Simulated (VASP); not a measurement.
## BN: how cutoff and mesh change the relaxed cell

Aim: test the relaxed volume of BN against cutoff and mesh. The starting structure is a measured crystal structure from the Crystallography Open Database. The first relaxation on each setting starts from this cell expanded by 3 % in volume.

Main program and level: VASP 6.6.1; Kohn-Sham DFT with plane waves and PAW; PBEsol.

## Step 1: The structure

It takes space group P6_3/mmc (No. 194, hexagonal). The conventional cell has a = 2.504 Å, b = 2.504 Å, c = 6.661 Å, α = 90.00°, β = 90.00°, γ = 120.00°. Nearest to N lie 3 B at 1.45 Å. Nearest to B lie 3 N at 1.45 Å. Farther neighbours and most contacts between anions are not listed.

## Step 2: Reference relaxation

File INCAR:

```
SYSTEM = BN
PREC = Accurate
ENCUT = 520
EDIFF = 1E-06
NELM = 100
ISMEAR = 0
SIGMA = 0.03
LREAL = .FALSE.
ALGO = Normal
GGA = PS
NBANDS = 14
LORBIT = 11
LWAVE = .FALSE.
LCHARG = .FALSE.
KPAR = 8
IBRION = 2
NSW = 50
ISIF = 3
EDIFFG = -0.006
```

File POSCAR:

```
BN
1.0
    2.5287835926      0.0000000000      0.0000000000
   -1.2643917963      2.1899908319      0.0000000000
    0.0000000000      0.0000000000      6.7271567647
N B
2 2
Direct
    0.6666666667      0.3333333333      0.2500000000
    0.3333333333      0.6666666667      0.7500000000
    0.6666666667      0.3333333333      0.7500000000
    0.3333333333      0.6666666667      0.2500000000
```

File KPOINTS:

```
Automatic mesh
0
Gamma
10 10 4
0 0 0
```

The projector-augmented-wave data sets are N and B (PBE family, release 64).

Started as:

```bash
> mpirun -np 8 vasp_std
```

Output:

```text
[banner, memory and clock lines left out]
running    8 mpi-ranks, on    1 nodes
 distrk:  each k-point on    1 cores,    8 groups
 distr:  one band on    1 cores,    1 groups

 POSCAR found type information on POSCAR N B
 POSCAR found :  2 types and       4 ions
|                                                                             |
|           W    W    AA    RRRRR   N    N  II  N    N   GGGG   !!!           |
|           W    W   A  A   R    R  NN   N  II  NN   N  G    G  !!!           |
|           W    W  A    A  R    R  N N  N  II  N N  N  G       !!!           |
|           W WW W  AAAAAA  RRRRR   N  N N  II  N  N N  G  GGG   !            |
|           WW  WW  A    A  R   R   N   NN  II  N   NN  G    G                |
|           W    W  A    A  R    R  N    N  II  N    N   GGGG   !!!           |
|                                                                             |
|     For optimal performance we recommend to set                             |
|       NCORE = 2 up to number-of-cores-per-socket                            |
|     NCORE specifies how many cores store one orbital (NPAR=cpu/NCORE).      |
|     This setting can greatly improve the performance of VASP for DFT.       |
|     The default, NCORE=1 might be grossly inefficient on modern             |
|     multi-core architectures or massively parallel machines. Do your        |
|     Unfortunately you need to use the default for GW and RPA                |
|     calculations (for HF NCORE is supported but not extensively tested      |
|     yet).                                                                   |
|                                                                             |

|                                                                             |
|               ----> ADVICE to this user running VASP <----                  |
|                                                                             |
|     You enforced a specific xc type in the INCAR file but a different       |
|     [... a line on the potential file left out ...]
|     I HOPE YOU KNOW WHAT YOU ARE DOING!                                     |
|                                                                             |

 LDA part: xc-table for (Slater+PW92), standard interpolation
 POSCAR, INCAR and KPOINTS ok, starting setup
 FFT: planning ... GRIDC
 FFT: planning ... GRID_SOFT
 FFT: planning ... GRID
 WAVECAR not read
 entering main loop
       N       E                     dE             d eps       ncg     rms          rms(c)
DAV:   1     0.514687367990E+02    0.51469E+02   -0.80935E+03  1176   0.105E+03
DAV:   2    -0.359778487349E+02   -0.87447E+02   -0.79575E+02  1638   0.238E+02
DAV:   3    -0.397690179722E+02   -0.37912E+01   -0.37698E+01  1560   0.503E+01
DAV:   4    -0.398012859637E+02   -0.32268E-01   -0.32262E-01  1344   0.504E+00
DAV:   5    -0.398016949204E+02   -0.40896E-03   -0.40868E-03  1602   0.542E-01    0.108E+01
DAV:   6    -0.368873374898E+02    0.29144E+01   -0.58582E+00  1428   0.189E+01    0.491E+00
DAV:   7    -0.366239894829E+02    0.26335E+00   -0.44315E-01  1488   0.541E+00    0.302E+00
DAV:   8    -0.365424324464E+02    0.81557E-01   -0.23951E-01  1398   0.340E+00    0.429E-01
DAV:   9    -0.365386806091E+02    0.37518E-02   -0.13888E-02  1314   0.947E-01    0.167E-01
DAV:  10    -0.365392949975E+02   -0.61439E-03   -0.99778E-04  1344   0.253E-01    0.301E-02
DAV:  11    -0.365393786723E+02   -0.83675E-04   -0.78386E-05  1434   0.745E-02    0.198E-02
DAV:  12    -0.365393827286E+02   -0.40563E-05   -0.19527E-05  1326   0.338E-02    0.260E-03
DAV:  13    -0.365393828228E+02   -0.94166E-07   -0.63705E-07  1122   0.651E-03
   1 F= -.36539383E+02 E0= -.36539383E+02  d E =-.365394E+02
[...]
2 F= -.36484747E+02 E0= -.36484747E+02  d E =0.546355E-01
[...]
3 F= -.36559159E+02 E0= -.36559159E+02  d E =-.197765E-01
[...]
4 F= -.36559165E+02 E0= -.36559165E+02  d E =-.197818E-01
[...]
5 F= -.36559297E+02 E0= -.36559297E+02  d E =-.132487E-03
[...]
6 F= -.36559652E+02 E0= -.36559652E+02  d E =-.487689E-03
[...]
7 F= -.36560174E+02 E0= -.36560174E+02  d E =-.100960E-02
 curvature:  -5.76 expect dE=-0.234E-03 dE for cont linesearch -0.215E-03
 ZBRENT: increasing intervall
 opt :  19.1350  next Energy=   -36.560539 (dE=-0.137E-02)
 bond charge predicted
       N       E                     dE             d eps       ncg     rms          rms(c)
DAV:   1    -0.365972817505E+02   -0.37107E-01   -0.10770E+00  1194   0.814E+00    0.908E-01
DAV:   2    -0.365680375285E+02    0.29244E-01   -0.38322E-02  1314   0.171E+00    0.385E-01
DAV:   3    -0.365613815275E+02    0.66560E-02   -0.12221E-02  1452   0.810E-01    0.140E-01
DAV:   4    -0.365606123072E+02    0.76922E-03   -0.14229E-03  1440   0.319E-01    0.492E-02
DAV:   5    -0.365605444859E+02    0.67821E-04   -0.29465E-04  1440   0.135E-01    0.284E-02
DAV:   6    -0.365605459042E+02   -0.14183E-05   -0.28641E-05  1356   0.501E-02    0.252E-03
DAV:   7    -0.365605464781E+02   -0.57391E-06   -0.10773E-06  1102   0.918E-03
   8 F= -.36560546E+02 E0= -.36560546E+02  d E =-.138182E-02
 curvature:  -9.76 expect dE=-0.594E-04 dE for cont linesearch -0.987E-06
 trial: gam= 0.03790 g(F)=  0.318E-47 g(S)=  0.609E-05 ort =-0.409E-05 (trialstep = 0.452E+01)
 search vector abs. value=  0.601E-05
 reached required accuracy - stopping structural energy minimisation
```

The job ended after 10 s (8 MPI ranks of Intel Xeon 6975P-C (Granite Rapids), shared host; peak memory 1.4 GiB).

The logs omit lines about the potential files and the build; timing stands in the text.

Parts of OUTCAR (step 2):

```text
ion  position               nearest neighbor table
   1  0.667  0.333  0.250-   4 1.46   4 1.46   4 1.46
   2  0.333  0.667  0.750-   3 1.46   3 1.46   3 1.46
   3  0.667  0.333  0.750-   2 1.46   2 1.46   2 1.46
   4  0.333  0.667  0.250-   1 1.46   1 1.46   1 1.46

  LATTYP: Found a hexagonal cell.
 ALAT       =     2.5287835926
 C/A-ratio  =     2.6602342661

 Subroutine GETGRP returns: Found 24 space group operations
 (whereof 12 operations were pure point group operations)

The static configuration has the point symmetry D_3d.
 The point group associated with its full space group is D_6h.

 Found     42 irreducible k-points:

   k-points           NKPTS =     42   k-points in BZ     NKDIM =     42   number of bands    NBANDS=     14

   dimension x,y,z NGX =    20 NGY =   20 NGZ =   50
   dimension x,y,z NGXF=    40 NGYF=   40 NGZF=  100

   ENCUT  =  520.0 eV  38.22 Ry    6.18 a.u.   4.70  4.70 12.51*2*pi/ulx,y,z

   NELECT =      16.0000    total number of electrons

 k-points in reciprocal lattice and weights: Automatic mesh
   0.00000000  0.00000000  0.00000000       0.003
   0.10000000 -0.00000000  0.00000000       0.015
   0.20000000 -0.00000000  0.00000000       0.015
   0.30000000  0.00000000  0.00000000       0.015
   0.40000000  0.00000000  0.00000000       0.015
   0.50000000  0.00000000  0.00000000       0.007
   0.10000000  0.10000000  0.00000000       0.015
   0.20000000  0.10000000  0.00000000       0.030
   0.30000000  0.10000000  0.00000000       0.030
[...]
0.40000000  0.20000000  0.50000000       0.015
   0.30000000  0.30000000  0.50000000       0.015

 average (electrostatic) potential at core
       1 -65.2586       2 -65.2586       3 -29.3740       4 -29.3740

 E-fermi :   2.0353

 k-point     1 :       0.0000    0.0000    0.0000
  band No.  band energies     occupation
    ...
      4      -2.4654      2.00000
      5       0.5630      2.00000
      6       0.5630      2.00000
      7       0.5880      2.00000
      8       0.5880      2.00000
      9       6.7031      0.00000
     10      11.5581      0.00000
     11      13.3802      0.00000
     12      13.3802      0.00000
     13      13.4713      0.00000
    ...

 k-point     2 :       0.1000   -0.0000    0.0000
  band No.  band energies     occupation
    ...
      4      -2.2211      2.00000
      5      -0.2258      2.00000
      6      -0.2075      2.00000
      7       0.1953      2.00000
      8       0.2244      2.00000
      9       7.0515      0.00000
     10      11.4926      0.00000
     11      13.1126      0.00000
     12      13.3484      0.00000
     13      14.0763      0.00000
    ...

 k-point     3 :       0.2000   -0.0000    0.0000
  band No.  band energies     occupation
    ...
      4      -2.1120      2.00000
      5      -2.0832      2.00000
      6      -1.5092      2.00000
      7      -0.6301      2.00000
      8      -0.5940      2.00000
      9       7.9527      0.00000
     10      11.0217      0.00000
     11      12.2448      0.00000
     12      12.6075      0.00000
     13      13.1874      0.00000
    ...

  Total        0.0157577      0.0157577     -0.0028258      0.0000000      0.0000000      0.0000000
  in kB        0.6717667      0.6717667     -0.1204655      0.0000000      0.0000000      0.0000000
  external PRESSURE =       0.4076893 kB  Pullay stress =       0.0000000 kB

  energy-cutoff  :      520.00
  volume of cell :       37.58
      direct lattice vectors                 reciprocal lattice vectors
     2.505681640 -0.000000000  0.000000000     0.399092999  0.230416450  0.000000000
    -1.252840820  2.169983954 -0.000000000     0.000000000  0.460832901  0.000000000
    -0.000000000 -0.000000000  6.911979260    -0.000000000 -0.000000000  0.144676360

 POSITION                                       TOTAL-FORCE (eV/Angst)
 -----------------------------------------------------------------------------------
      1.25284      0.72333      1.72799        -0.000000      0.000000      0.000000
     -0.00000      1.44666      5.18398        -0.000000     -0.000000      0.000000
      1.25284      0.72333      5.18398         0.000000      0.000000      0.000000
     -0.00000      1.44666      1.72799         0.000000     -0.000000      0.000000
 -----------------------------------------------------------------------------------
    total drift:                               -0.000000      0.000000     -0.000000

  FREE ENERGIE OF THE ION-ELECTRON SYSTEM (eV)
  ---------------------------------------------------
  free  energy   TOTEN  =       -36.5605464781 eV

  energy  without entropy=      -36.5605464781  energy(sigma->0) =      -36.56054648

 reached required accuracy - stopping structural energy minimisation

 total charge
# of ion       s       p       d       tot
------------------------------------------
    1        1.220   2.784   0.000   4.005
    2        1.220   2.784   0.000   4.005
    3        0.742   1.424   0.000   2.165
    4        0.742   1.424   0.000   2.165
--------------------------------------------------
tot          3.924   8.417   0.000  12.341

[... 3 further parts left out ...]
```

The PAW data sets were made with PBE, which is usual practice but a small mismatch for other functionals. The run keeps the 24 symmetry operations of its start, so it cannot find a distortion of lower symmetry.

The reference relaxation ends at 9.396 Å³ an atom. Pressures at 0.985 and 1.015 times this volume, from two more relaxations that aren't shown, give a bulk modulus of 12.2 GPa.

## Step 3: Relaxation with a cutoff of 400 eV

Against step 2 the input has ENCUT = 400. This run starts from the cell of an earlier relaxation, which isn't shown; the restart sets up the plane waves anew.

INCAR, as its differences from that of step 2:

```diff
@@ -2,3 +2,3 @@
 PREC = Accurate
-ENCUT = 520
+ENCUT = 400
 EDIFF = 1E-06
```

File POSCAR:

```
BN
1.0
    2.5000316801      0.0000000000      0.0000000000
   -1.2500158400      2.1650909452      0.0000000000
    0.0000000000      0.0000000000      6.3636249152
N B
2 2
Direct
    0.6666666667      0.3333333333      0.2500000000
    0.3333333333      0.6666666667      0.7500000000
    0.6666666667      0.3333333333      0.7500000000
    0.3333333333      0.6666666667      0.2500000000
```

KPOINTS is that of step 2.

Started as:

```bash
> mpirun -np 8 vasp_std
```

Output:

```text
[banner, memory and clock lines left out]
running    8 mpi-ranks, on    1 nodes
[...]
[... a notice as in an earlier step ...]

 [... a notice as in an earlier step ...]

 LDA part: xc-table for (Slater+PW92), standard interpolation
 POSCAR, INCAR and KPOINTS ok, starting setup
[...]
entering main loop
       N       E                     dE             d eps       ncg     rms          rms(c)
DAV:   1     0.354500817400E+02    0.35450E+02   -0.71163E+03  1200   0.858E+02
DAV:   2    -0.372817729252E+02   -0.72732E+02   -0.65546E+02  1640   0.205E+02
DAV:   3    -0.398907891323E+02   -0.26090E+01   -0.25974E+01  1494   0.395E+01
DAV:   4    -0.399080262448E+02   -0.17237E-01   -0.17231E-01  1392   0.358E+00
[...]
DAV:  11    -0.365281248756E+02   -0.54189E-04   -0.62534E-05  1422   0.665E-02    0.202E-02
DAV:  12    -0.365281272584E+02   -0.23828E-05   -0.14442E-05  1290   0.278E-02    0.231E-03
DAV:  13    -0.365281272927E+02   -0.34356E-07   -0.50823E-07  1104   0.564E-03
   1 F= -.36528127E+02 E0= -.36528127E+02  d E =-.365281E+02
[... from here on, the cycles between the ionic steps are left out ...]
   2 F= -.36530453E+02 E0= -.36530453E+02  d E =-.232551E-02
   3 F= -.36530556E+02 E0= -.36530556E+02  d E =-.242909E-02
   4 F= -.36532731E+02 E0= -.36532731E+02  d E =-.217467E-02
   5 F= -.36536380E+02 E0= -.36536380E+02  d E =-.582335E-02
   6 F= -.36536617E+02 E0= -.36536617E+02  d E =-.606044E-02
[...]
reached required accuracy - stopping structural energy minimisation
```

Run time: 4.2 s. Hardware: 8 MPI ranks; peak memory 1.1 GiB.

OUTCAR, selected parts (step 3):

```text
  Total        0.0153249      0.0153249      0.0043983      0.0000000      0.0000000      0.0000000
  in kB        0.7350539      0.7350539      0.2109622      0.0000000      0.0000000      0.0000000
  external PRESSURE =       0.5603567 kB  Pullay stress =       0.0000000 kB

 POSITION                                       TOTAL-FORCE (eV/Angst)
 -----------------------------------------------------------------------------------
      1.24912      0.72118      1.54499        -0.000000     -0.000000     -0.000000
     -0.00000      1.44237      4.63497         0.000000     -0.000000      0.000000
      1.24912      0.72118      4.63497        -0.000000     -0.000000     -0.000000
     -0.00000      1.44237      1.54499         0.000000      0.000000     -0.000000
 -----------------------------------------------------------------------------------
    total drift:                               -0.000000      0.000000      0.000000

  FREE ENERGIE OF THE ION-ELECTRON SYSTEM (eV)
  ---------------------------------------------------
  free  energy   TOTEN  =       -36.5366168263 eV

  energy  without entropy=      -36.5366168263  energy(sigma->0) =      -36.53661683

[... 2 parts as in an earlier step ...]

[... 2 further parts left out ...]
[key lines of the parts left out:]
E-fermi :   3.0341
```

With a cutoff of 400 eV the cell ends at 8.351 Å³ an atom, -11.12 % from the reference, a by -0.3 % and c by -10.6 %, and since the restart alone still moved it by -3.0 % it may not have settled.

## Step 4: Relaxation with a 5×5×2 mesh

Against step 2 the input has a 5×5×2 mesh (also changed: KPAR and NCORE).

INCAR, as its differences from that of step 3:

```diff
@@ -2,3 +2,3 @@
 PREC = Accurate
-ENCUT = 400
+ENCUT = 520
 EDIFF = 1E-06
@@ -14,3 +14,4 @@
 LCHARG = .FALSE.
-KPAR = 8
+KPAR = 4
+NCORE = 2
 IBRION = 2
```

File POSCAR:

```
BN
1.0
    2.5287835926      0.0000000000      0.0000000000
   -1.2643917963      2.1899908319      0.0000000000
    0.0000000000      0.0000000000      6.7271567647
N B
2 2
Direct
    0.6666666667      0.3333333333      0.2500000000
    0.3333333333      0.6666666667      0.7500000000
    0.6666666667      0.3333333333      0.7500000000
    0.3333333333      0.6666666667      0.2500000000
```

File KPOINTS:

```
Automatic mesh
0
Gamma
5 5 2
0 0 0
```

Started as:

```bash
> mpirun -np 8 vasp_std
```

Output:

```text
[banner, memory and clock lines left out]
running    8 mpi-ranks, on    1 nodes
[...]
[... a notice as in an earlier step ...]

 LDA part: xc-table for (Slater+PW92), standard interpolation
 POSCAR, INCAR and KPOINTS ok, starting setup
[...]
entering main loop
       N       E                     dE             d eps       ncg     rms          rms(c)
DAV:   1     0.583335778456E+02    0.58334E+02   -0.82094E+03   280   0.106E+03
DAV:   2    -0.356699569992E+02   -0.94004E+02   -0.85820E+02   440   0.237E+02
DAV:   3    -0.397627206545E+02   -0.40928E+01   -0.40669E+01   370   0.491E+01
DAV:   4    -0.397961228035E+02   -0.33402E-01   -0.33399E-01   328   0.501E+00
[...]
DAV:  11    -0.365245067460E+02   -0.84375E-04   -0.85586E-05   334   0.762E-02    0.195E-02
DAV:  12    -0.365245097884E+02   -0.30423E-05   -0.20717E-05   304   0.350E-02    0.266E-03
DAV:  13    -0.365245098864E+02   -0.98061E-07   -0.75388E-07   278   0.704E-03
   1 F= -.36524510E+02 E0= -.36524510E+02  d E =-.365245E+02
[... from here on, the cycles between the ionic steps are left out ...]
   2 F= -.36470718E+02 E0= -.36470718E+02  d E =0.537923E-01
   3 F= -.36543926E+02 E0= -.36543926E+02  d E =-.194164E-01
   4 F= -.36543931E+02 E0= -.36543931E+02  d E =-.194216E-01
   5 F= -.36544046E+02 E0= -.36544046E+02  d E =-.114572E-03
   6 F= -.36544354E+02 E0= -.36544354E+02  d E =-.422377E-03
   7 F= -.36544808E+02 E0= -.36544808E+02  d E =-.876309E-03
   8 F= -.36545141E+02 E0= -.36545141E+02  d E =-.120965E-02
[...]
reached required accuracy - stopping structural energy minimisation
```

The job ended after 4.4 s (8 MPI ranks; peak memory 1.2 GiB; 24 s of CPU time).

Parts of OUTCAR (step 4):

```text
  Total        0.0152365      0.0152365     -0.0019034      0.0000000     -0.0000000      0.0000000
  in kB        0.6506331      0.6506331     -0.0812813      0.0000000     -0.0000000      0.0000000
  external PRESSURE =       0.4066616 kB  Pullay stress =       0.0000000 kB

 POSITION                                       TOTAL-FORCE (eV/Angst)
 -----------------------------------------------------------------------------------
      1.25295      0.72339      1.72481         0.000000     -0.000000      0.000000
     -0.00000      1.44678      5.17442        -0.000000      0.000000      0.000000
      1.25295      0.72339      5.17442         0.000000     -0.000000      0.000000
     -0.00000      1.44678      1.72481        -0.000000      0.000000      0.000000
 -----------------------------------------------------------------------------------
    total drift:                               -0.000000      0.000000     -0.000000

  FREE ENERGIE OF THE ION-ELECTRON SYSTEM (eV)
  ---------------------------------------------------
  free  energy   TOTEN  =       -36.5451411069 eV

  energy  without entropy=      -36.5451411069  energy(sigma->0) =      -36.54514111

[... 1 part as in an earlier step ...]

[... 3 further parts left out ...]
[key lines of the parts left out:]
E-fermi :   1.9263
```

With a 5×5×2 mesh the cell ends at 9.380 Å³ an atom, -0.17 % from the reference; the bulk modulus is 12.3 GPa against 12.2 GPa.

(Continued in part 2 of 2.)

[Lines on the potential files, build, host, timing and source positions are cut from VASP's logs without a mark.]

[Logs are printed without paths, hosts, clocks, repeated set-up lines and the standing remarks that a program may print on its own settings, such as how far it seeks lower states.]

[Hosts, paths, dates, database ids (printed as entryN), source tags and the programs' standing remarks are cut or masked in the printed files.]
